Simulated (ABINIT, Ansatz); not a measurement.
# LiCl (Fm-3m): modes at Γ and the response to a field, part 2 of 2

Aim: the zone-centre modes of LiCl (Fm-3m).

ABINIT 10.8.3; DFT LDA, scalar-relativistic, plane waves, PseudoDojo norm-conserving pseudopotentials.

So far. Step 5 (Linear response at Γ): The acoustic modes at Γ come out as far as 0.6 cm⁻¹ from zero, where they should vanish, a small numerical error; the Born charges miss their sum rule by 5.3e-4 e, which is good. The relaxed cell has a = 4.964 Å (conventional setting).

The database entry behind the starting cell differs from later determinations by our own check (0.1 to 0.3 % short, probably kX units), so it need not match the best structure at ambient conditions.

## (6) Modes with the sum rule

anaddb reads the merged derivatives, imposes the acoustic sum rule and charge neutrality, and adds the LO-TO term along chosen directions.

Input file anaddb.abi:

```
ddb_filepath "gamma_DDB"
output_file "anaddb.abo"
outdata_prefix "anaddb"
asr 1
chneut 1
enunit 2
eivec 1
nph1l 1
qph1l 0.0 0.0 0.0 1.0
dieflag 1
nph2l 3
qph2l 
    1.0 0.0 0.0 0.0
    0.0 0.0 1.0 0.0
    1.0 1.0 1.0 0.0
```

Input file mrgddb.in:

```
gamma_DDB
merged
2
dfpt_gammao_DS2_DDB
gso_DDB
```

The run is started by

```bash
$ mrgddb < mrgddb.in > mrgddb.log
$ OMP_NUM_THREADS=1 anaddb anaddb.abi > anaddb.log
```

anaddb.abo, the main output file:

```text
[banners, grids, parts of the stress and lines that vanish by symmetry left out]
-outvars_anaddb: echo values of input variables ----------------------

 Flags :
[...]
Dielectric Tensor and Effective Charges
[...]
Effective charge tensors after
[...]
Phonon wavevector (reduced coordinates) :  0.00000  0.00000  0.00000
 Phonon energies in Hartree :
[...]
Phonon energies in meV     :
-  0.000000E+00  0.000000E+00  0.000000E+00  2.834744E+01  2.834744E+01
-  2.834744E+01
 Phonon frequencies in cm-1    :
-  0.000000E+00  0.000000E+00  0.000000E+00  2.286375E+02  2.286375E+02
-  2.286375E+02
 Phonon frequencies in Thz     :
-  0.000000E+00  0.000000E+00  0.000000E+00  6.854381E+00  6.854381E+00
-  6.854381E+00
 Phonon energies in Kelvin  :
-  0.000000E+00  0.000000E+00  0.000000E+00  3.289584E+02  3.289584E+02
-  3.289584E+02
[...]
-  1  0.00000000E+00  0.00000000E+00 -3.59724699E-03
-     0.00000000E+00  0.00000000E+00  0.00000000E+00
-  2  0.00000000E+00  0.00000000E+00 -3.59723738E-03
-     0.00000000E+00  0.00000000E+00  0.00000000E+00
[...]
-  1  0.00000000E+00 -3.59724699E-03  0.00000000E+00
-     0.00000000E+00  0.00000000E+00  0.00000000E+00
-  2  0.00000000E+00 -3.59723738E-03  0.00000000E+00
-     0.00000000E+00  0.00000000E+00  0.00000000E+00
[...]
-  1  3.59724699E-03  0.00000000E+00  0.00000000E+00
-     0.00000000E+00  0.00000000E+00  0.00000000E+00
-  2  3.59723738E-03  0.00000000E+00  0.00000000E+00
-     0.00000000E+00  0.00000000E+00  0.00000000E+00
[...]
-  1  6.00879019E-07 -1.83202646E-07  8.12985374E-03
-     0.00000000E+00  0.00000000E+00  0.00000000E+00
-  2 -1.17641602E-07  0.00000000E+00 -1.59168316E-03
-     0.00000000E+00  0.00000000E+00  0.00000000E+00
[...]
-  1  1.56273172E-07 -8.12985376E-03 -1.83214197E-07
-     0.00000000E+00  0.00000000E+00  0.00000000E+00
-  2  0.00000000E+00  1.59168316E-03  0.00000000E+00
-     0.00000000E+00  0.00000000E+00  0.00000000E+00
[...]
-  1  8.12985374E-03  1.56286713E-07 -6.00875497E-07
-     0.00000000E+00  0.00000000E+00  0.00000000E+00
-  2 -1.59168316E-03  0.00000000E+00  1.17640912E-07
-     0.00000000E+00  0.00000000E+00  0.00000000E+00
[...]
-     1         -0.000000     0.000000    -0.000002     0.000002
-     2          0.000000    -0.000002    -0.000000     0.000002
-     3          0.000002     0.000000     0.000000     0.000002
-     4          0.000101    -0.000031     1.368518     1.368518
-     5          0.000026    -1.368518    -0.000031     1.368518
-     6          1.368518     0.000026    -0.000101     1.368518
[...]
-   1     Real    0.0000E+00  0.0000E+00  0.0000E+00  0.0000E+00  0.0000E+00  0.0000E+00  0.0000E+00
[...]
-   2     Real    0.0000E+00  0.0000E+00  0.0000E+00  0.0000E+00  0.0000E+00  0.0000E+00  0.0000E+00
[...]
-   3     Real    0.0000E+00  0.0000E+00  0.0000E+00  0.0000E+00  0.0000E+00  0.0000E+00  0.0000E+00
[...]
-   4     Real    7.0212E-13  6.5268E-14  1.2853E-04 -2.1407E-13  9.4996E-09 -2.8964E-09  1.2853E-04
[...]
-   5     Real    4.7490E-14  1.2853E-04  6.5276E-14 -2.4706E-09 -5.5678E-14  2.8965E-09  1.2853E-04
[...]
-   6     Real    1.2853E-04  4.7499E-14  7.0211E-13  2.4708E-09 -9.4996E-09 -1.8262E-13  1.2853E-04
[...]
Phonon at Gamma, with non-analyticity in the
[...]
Phonon energies in Hartree :
[...]
Phonon energies in meV     :
-  0.000000E+00  0.000000E+00  0.000000E+00  2.834744E+01  2.834744E+01
-  5.120116E+01
 Phonon frequencies in cm-1    :
-  0.000000E+00  0.000000E+00  0.000000E+00  2.286375E+02  2.286375E+02
-  4.129652E+02
 Phonon frequencies in Thz     :
-  0.000000E+00  0.000000E+00  0.000000E+00  6.854381E+00  6.854381E+00
-  1.238039E+01
 Phonon energies in Kelvin  :
-  0.000000E+00  0.000000E+00  0.000000E+00  3.289584E+02  3.289584E+02
-  5.941648E+02
[...]
-  1  0.00000000E+00  0.00000000E+00 -3.59724699E-03
-     0.00000000E+00  0.00000000E+00  0.00000000E+00
-  2  0.00000000E+00  0.00000000E+00 -3.59723738E-03
-     0.00000000E+00  0.00000000E+00  0.00000000E+00
[...]
Phonon at Gamma, with non-analyticity in the
[...]
Phonon energies in Hartree :
[...]
Phonon energies in meV     :
-  0.000000E+00  0.000000E+00  0.000000E+00  2.834744E+01  2.834744E+01
-  5.120116E+01
 Phonon frequencies in cm-1    :
-  0.000000E+00  0.000000E+00  0.000000E+00  2.286375E+02  2.286375E+02
-  4.129652E+02
 Phonon frequencies in Thz     :
-  0.000000E+00  0.000000E+00  0.000000E+00  6.854381E+00  6.854381E+00
-  1.238039E+01
 Phonon energies in Kelvin  :
-  0.000000E+00  0.000000E+00  0.000000E+00  3.289584E+02  3.289584E+02
-  5.941648E+02
[...]
Phonon at Gamma, with non-analyticity in the
[...]
Phonon energies in Hartree :
[...]
Phonon energies in meV     :
-  0.000000E+00  0.000000E+00  0.000000E+00  2.834744E+01  2.834744E+01
-  5.120116E+01
 Phonon frequencies in cm-1    :
-  0.000000E+00  0.000000E+00  0.000000E+00  2.286375E+02  2.286375E+02
-  4.129652E+02
 Phonon frequencies in Thz     :
-  0.000000E+00  0.000000E+00  0.000000E+00  6.854381E+00  6.854381E+00
-  1.238039E+01
 Phonon energies in Kelvin  :
-  0.000000E+00  0.000000E+00  0.000000E+00  3.289584E+02  3.289584E+02
-  5.941648E+02
[...]
-  1  1.80023450E-04 -3.56457861E-03 -4.48933927E-04
-     0.00000000E+00  0.00000000E+00  0.00000000E+00
-  2  1.80020601E-04 -3.56457145E-03 -4.48935095E-04
-     0.00000000E+00  0.00000000E+00  0.00000000E+00
[...]
-  1  3.59123806E-03  1.65548048E-04  1.25592334E-04
-     0.00000000E+00  0.00000000E+00  0.00000000E+00
-  2  3.59123086E-03  1.65550004E-04  1.25594396E-04
-     0.00000000E+00  0.00000000E+00  0.00000000E+00
[...]
-  1  1.10926595E-03  5.11320682E-03 -6.22247276E-03
-     0.00000000E+00  0.00000000E+00  0.00000000E+00
-  2 -2.17174870E-04 -1.00107646E-03  1.21825133E-03
-     0.00000000E+00  0.00000000E+00  0.00000000E+00
[...]
-  1  6.54465766E-03 -4.23298132E-03 -2.31167634E-03
-     0.00000000E+00  0.00000000E+00  0.00000000E+00
-  2 -1.28132949E-03  8.28743702E-04  4.52585793E-04
-     0.00000000E+00  0.00000000E+00  0.00000000E+00
[...]
Direction                     Dielectric constant
[...]
0.00000   0.00000   1.00000     10.39701396
   1.00000   1.00000   1.00000     10.39701396
-
```

Elapsed: 0.71 s, on 1 thread of Intel Xeon at 2.70GHz, shared host.

This step gave:

```yaml
mean_static_dielectric_constant: 10.40
highest_mode_moved_by_the_lo_to_term: 413.0 cm⁻¹
```

No LO-TO term; unit eigenvectors of the mass-weighted matrix, from anaddb's displacements. The modes at Γ (shares of kinetic energy by element, %):

| mode | frequency (cm⁻¹) | symmetry | Li % | Cl % |
| --- | --- | --- | --- | --- |
| 1 | 0.0 | acoustic | 16 | 84 |
| 2 | 0.0 | acoustic | 16 | 84 |
| 3 | 0.0 | acoustic | 16 | 84 |
| 4 | 228.6 | T1u | 84 | 16 |
| 5 | 228.6 | T1u | 84 | 16 |
| 6 | 228.6 | T1u | 84 | 16 |

Displacements in mode 4 (228.6 cm⁻¹), the largest set to 1:
```
Li1  0.00  0.00  1.00
Cl2  0.00  0.00 -0.20
```

Trace of the oscillator strength, degenerate modes summed. Infrared lines, with heights relative to the strongest:

| position (cm⁻¹) | lines merged | IR intensity, relative |
| --- | --- | --- |
| 229 | 3 | 100 |

Static dielectric tensor (ions relaxed, fixed cell):

```
10.40  0.00  0.00
 0.00 10.40  0.00
 0.00  0.00 10.40
```

The rule moves no optical mode by more than 0.1 cm⁻¹.

## (7) The same in Ansatz

The same cell, potentials and cutoff go through another code, on another k mesh. Its k mesh is centred on Γ.

This step: DFT LDA, scalar-relativistic, plane waves, PseudoDojo norm-conserving pseudopotentials (Ansatz 0.2.0).

Input file input.yaml:

```yaml
crystal:
  lattice:
    - [0.0, 2.4822199141, 2.4822199141]
    - [2.4822199141, 0.0, 2.4822199141]
    - [2.4822199141, 2.4822199141, 0.0]
  atoms:
    - { symbol: Li, position: [0.0, 0.0, 0.0] }
    - { symbol: Cl, position: [0.5, 0.5, 0.5] }
kpoints:
  mp_grid: { grid: [8, 8, 8] }
hamiltonian:
  xc: lda
  pseudopotentials: { kind: nc, accuracy: standard }
scf:
  occupations: { method: fixed }
output:
  eigenvalues: true
basis:
  ecutwfc: 897.976
phonons:
  method: dfpt
  dielectric: true
  rigid_motions: translations
```

The run is started by

```bash
$ ansatz run input.yaml --threads 2 --pin off --max-ram 4096MiB --backend cpu --events-out ev --progress --plain --runs-dir out
```

The program printed:

```text
Warning: basis.ecutwfc = 897.976 eV is below the records' recommended 1006.821291 eV, and the density's cutoff is lower with it unless basis.ecutrho_ratio is high enough to keep the records' density cutoff: compare with a run at a higher cutoff
Engine: ansatz 0.2.0, x86_64-unknown-linux-gnu
Pseudopotentials: kind: nc
Pseudopotential: Li, nc, valence charge 3, recommended cutoff 1006.821291 eV (normal), Li.nc.azcp (PseudoDojo's, or run here from an input of PseudoDojo's; its table is named by hamiltonian.pseudopotentials.accuracy)
Pseudopotential: Cl, nc, valence charge 7, recommended cutoff 761.918815 eV (normal), Cl.nc.azcp (PseudoDojo's, or run here from an input of PseudoDojo's; its table is named by hamiltonian.pseudopotentials.accuracy)
Functional definition: SPW92
  exchange = slater_x
  correlation = pw_c
Crystal: 2 atoms, lattice volume = 30.588 Å³
Basis set: ecut = 897.976 eV, 1893 PW (Γ), exchange–correlation on 72×72×72 points (8 copies of the dense FFT grid, shifted against one another)
Bands: 9, of which v1, the nominal top of the filled ones, is band 5 counted from 1 (4 counted from 0)
Symmetry: 48 space group operations
k-points: 59 of 512 (irreducible under 8 space group operations, time reversal used)
Non-local potential: Li, projectors of the file, l = 0: 2, l = 1: 2
Non-local potential: Cl, projectors of the file, l = 0: 2, l = 1: 2, l = 2: 2
Initial density: superposition of atomic densities (chi_scale 0.1, normalization cell, long waves kept (reshape's long-wave potential 0.00 eV rms))
Initial wavefunctions: pseudopotential atomic-orbital guess
Functional: x = slater, c = lda
SCF iter   1: F=—  HF=-643.810060 eV  |F-HF|=—  |Δ(HF+E_count)|=         —  Δρ=3.70e-2  dr2=2.29e-1  ethr=3.10e-3  ⟨swp⟩=5.0  Hψ=3517  notcnv=0  defer=76
preconditioner: auto → none  [insulator: Δε(μ)=6.265 eV  Ē_g=14.122 eV  n_scr=8 (ndim 8)  ℏωp=19.0 eV  f_vac=0.000  ε∞_Penn≈2.8]
SCF iter   2: F=—  HF=-643.692221 eV  |F-HF|=—  |Δ(HF+E_count)|=   1.18e-1  Δρ=1.43e-2  dr2=3.85e-2  ethr=2.29e-3  ⟨swp⟩=2.6  Hψ=1148  notcnv=0  defer=109
SCF iter   3: F=—  HF=-643.672384 eV  |F-HF|=—  |Δ(HF+E_count)|=   1.98e-2  Δρ=2.62e-3  dr2=1.46e-3  ethr=3.85e-4  ⟨swp⟩=2.1  Hψ=953  notcnv=0  defer=113
SCF iter   4: F=—  HF=-643.671911 eV  |F-HF|=—  |Δ(HF+E_count)|=   4.73e-4  Δρ=9.92e-4  dr2=5.33e-5  ethr=1.46e-5  ⟨swp⟩=3.6  Hψ=969  notcnv=0  defer=113
SCF iter   5: F=—  HF=-643.671914 eV  |F-HF|=—  |Δ(HF+E_count)|=   3.04e-6  Δρ=2.78e-5  dr2=7.85e-8  ethr=5.33e-7  ⟨swp⟩=1.4  Hψ=558  notcnv=0  defer=111
SCF iter   6: F=—  HF=-643.671919 eV  |F-HF|=—  |Δ(HF+E_count)|=   5.58e-6  Δρ=2.50e-6  dr2=1.33e-9  ethr=7.85e-10  ⟨swp⟩=2.4  Hψ=817  notcnv=0  defer=18
SCF iter   7: F=-643.671919 eV  HF=-643.671919 eV  |F-HF|=2.96e-12  |Δ(HF+E_count)|=  3.64e-10  Δρ=1.75e-7  dr2=5.79e-12  ethr=1.00e-12  ⟨swp⟩=9.6  Hψ=4237  notcnv=0
SCF 1 converged in 7 iterations: F = -643.671919 eV  dr2 = 5.79e-12
DFPT response loops at Γ: preconditioner auto → none (the input reference at scf.mixing.eps_inf says where Resta's filter doesn't serve); β = 0.50; Broyden in place of MSR1
SCF converged after 7 iterations
Free energy (F): -643.671919 eV
Harris-Foulkes:  -643.671919 eV  (|F-HF|=2.96e-12)
Internal energy: -643.671919 eV  (E = F + TS)
E sigma→0 (E₀):  -643.671919 eV
Fermi energy:    2.354434 eV
--- Per-component energies (eV) ---
  E_band       = -96.202654
  E_kinetic    = 292.550129
  E_local      = -352.941328  (includes V_loc(G=0)·N_el)
  E_nonlocal   = -60.322234
  E_hartree    = 95.215008
  E_xc         = -166.134905
  E_vxc        = -165.919261  (∫ρ·V_xc dr)
  E_ewald      = -452.038589
  E_smearing   = -0.000000  (= −TS)
  E_closure    = -0.000000  (closes the sum)
  Σ components = -643.671919   (vs F -643.671919, Δ=0.00e0)
--- Band table (eV; the first three rows and the last of 59) ---
  k-point 0: bands = ["-39.9544", "-11.3654", "2.3544", "2.3544", "2.3544", "8.9526", "13.9949", "13.9949", "13.9949"]
  k-point 1: bands = ["-39.9535", "-11.2715", "1.7336", "2.3048", "2.3048", "9.4131", "13.2778", "13.9515", "13.9515"]
  k-point 2: bands = ["-39.9515", "-11.0292", "0.4972", "2.1927", "2.1927", "9.5868", "12.7884", "12.7884", "13.4723"]
  k-point 58: bands = ["-39.9469", "-10.3191", "-0.2185", "-0.2185", "1.0905", "11.9904", "12.3641", "12.7741", "12.7741"]
--- Phonons (Γ-DFPT): 2 representative perturbations + reference, on 59 of 512 k-points (Σ response iterations 6) ---
  k mesh reduced under 8 symmetry operations, with k and −k counted as one. Each operation leaves every solved perturbation unchanged. A smaller set is not considered because the run solves the response to a homogeneous field
  ASR residual: 3.558e-4 → 0.000e0 eV/Å²; symmetrization residual: 1.553e-7 eV/Å²
  ASR residual per site (eV/Å²): 9.66e-6 3.56e-4
  Γ frequencies (cm⁻¹): 0.00 0.00 0.00 228.65 228.65 228.65
  ε∞ (high-frequency dielectric tensor):
        3.186087    -0.000000     0.000000
        0.000000     3.186087    -0.000000
        0.000000     0.000000     3.186087
  ε⁰ (static dielectric tensor: ions relaxed, cell fixed):
       10.392782     0.000000    -0.000000
        0.000000    10.392782    -0.000000
       -0.000000    -0.000000    10.392782
  ε⁰ − ε∞ (ionic part):
        7.206695     0.000000    -0.000000
        0.000000     7.206695    -0.000000
       -0.000000    -0.000000     7.206695
  softest optical mode at Γ: 228.65 cm⁻¹; the repairs (sum rule, projections) moved no ω² at Γ by more than (1.66 cm⁻¹)²
  Born effective charges Z* (e; rows j = field, columns β = displacement):
    site 0:
         1.16591    0.00000   -0.00000
        -0.00000    1.16591   -0.00000
         0.00000   -0.00000    1.16591
    site 1:
        -1.16591   -0.00000    0.00000
         0.00000   -1.16591    0.00000
         0.00000    0.00000   -1.16591
  Z* charge neutrality: 2.002e-5 e pre-enforcement
  k-mesh period / interband length: 28.1 Å / 1.34 Å = 20.92 at k = (0.0000, 0.0000, -0.5000), direct gap 6.797 eV — 14 or more, which is no proof of convergence
  optical modes at Γ without the LO–TO term, one row a degenerate level:
      ω (cm⁻¹)  modes    IR ((D/Å)²/amu)
        228.65      3            16.2106
  optical modes at Γ + LO–TO along q̂ = [1.0000, 0.0000, 0.0000]:
      ω (cm⁻¹)  modes    IR ((D/Å)²/amu)
        228.65      2            10.8071
        412.96      1             5.4035
  optical modes at Γ + LO–TO along q̂ = [0.0000, 1.0000, 0.0000]:
      ω (cm⁻¹)  modes    IR ((D/Å)²/amu)
        228.65      2            10.8071
        412.96      1             5.4035
  optical modes at Γ + LO–TO along q̂ = [0.0000, 0.0000, 1.0000]:
      ω (cm⁻¹)  modes    IR ((D/Å)²/amu)
        228.65      2            10.8071
        412.96      1             5.4035
```

Run time: 14 s. Hardware: 2 threads; peak memory 0.46 GiB; 26 s of CPU time.

Numbers from this step:

- sum-rule residual before enforcement: 3.56e-4 eV/Å²
- miss of the charge sum rule: 2.00e-5 e
- highest optical zone-centre mode (no LO-TO term): 228.7 cm⁻¹
- lowest optical zone-centre mode: 228.7 cm⁻¹
- mean high-frequency dielectric constant: 3.186
- mean static dielectric constant: 10.39

Transverse modes. Infrared lines, with heights relative to the strongest:

| position (cm⁻¹) | label | IR intensity ((D/Å)²/amu), degenerate modes summed, relative |
| --- | --- | --- |
| 229 | T1u | 100 |

## (8) Side by side: ABINIT PseudoDojo and Ansatz, PseudoDojo

Worked out from the results:

| Item | Value |
| --- | --- |
| root-mean-square difference | 0.01 cm⁻¹ |
| largest difference | 0.01 cm⁻¹ |

Frequencies side by side, by row:

| q (reciprocal lattice) | mode | ABINIT PseudoDojo (cm⁻¹) | Ansatz, PseudoDojo (cm⁻¹) |
| --- | --- | --- | --- |
| 0 0 0 | 1 | 0 | 0 |
| 0 0 0 | 2 | 0 | 0 |
| 0 0 0 | 3 | 0 | 0 |
| 0 0 0 | 4 | 228.6 | 228.7 |
| 0 0 0 | 5 | 228.6 | 228.7 |
| 0 0 0 | 6 | 228.6 | 228.7 |

The two runs side by side. Further quantities:

| quantity | ABINIT PseudoDojo | Ansatz, PseudoDojo |
| --- | --- | --- |
| mean ε∞ | 3.187 | 3.186 |
| largest Born charge in size (e; the first before, the second after the charge sum rule) | 1.166 | 1.166 |
| summed IR intensity ((D/Å)²/amu) | 16.22 | 16.21 |

At the zone centre the largest difference (acoustic modes at Γ apart) is 0.004 % of the highest mode.

## (9) Results

```json
{"space group after relaxation": "Fm-3m", "volume per atom": "15.3 Å³", "highest optical zone-centre mode (no LO-TO term)": "228.6 cm⁻¹", "highest mode moved by the LO-TO term": "413.0 cm⁻¹", "mean high-frequency dielectric constant": "3.19", "largest Born charge in size (third of the trace)": "1.17 e", "mean static dielectric constant": "10.4", "imaginary optical modes at the zone centre (no q mesh in this session)": "none", "largest difference from Ansatz, PseudoDojo": "0.01 cm⁻¹"}
```

At the LDA level the optical modes of LiCl (Fm-3m) at the zone centre (no LO-TO term) lie at 229 cm⁻¹. Along the directions run, the highest mode that the macroscopic field moves lies at 413 cm⁻¹. Lattice motion raises the mean dielectric constant from 3.187 to 10.40. The Born charge of Li is 1.166 e against a formal charge of +1, somewhat above it. The Lyddane-Sachs-Teller relation holds: (ωLO/ωTO)² is 3.26 and ε₀/ε∞ is 3.26. ABINIT PseudoDojo and Ansatz, PseudoDojo agree to 0.01 cm⁻¹ (0.004 % of the highest mode compared) on all solved modes but the acoustic ones at Γ, without the LO-TO term. These are harmonic frequencies at zero temperature: anharmonic shifts and linewidths and thermal expansion are left out. Ansatz warns that the cutoff lies 11 % under the one recommended for these files; agreement at one cutoff is not convergence.

[Host names and launcher messages were left out of these logs when they were recorded.]

[Logs are printed without paths, hosts, clocks, repeated set-up lines and the standing remarks that a program may print on its own settings, such as how far it seeks lower states.]

[Hosts, paths, dates, database ids (printed as entryN), source tags and the programs' standing remarks are cut or masked in the printed files.]
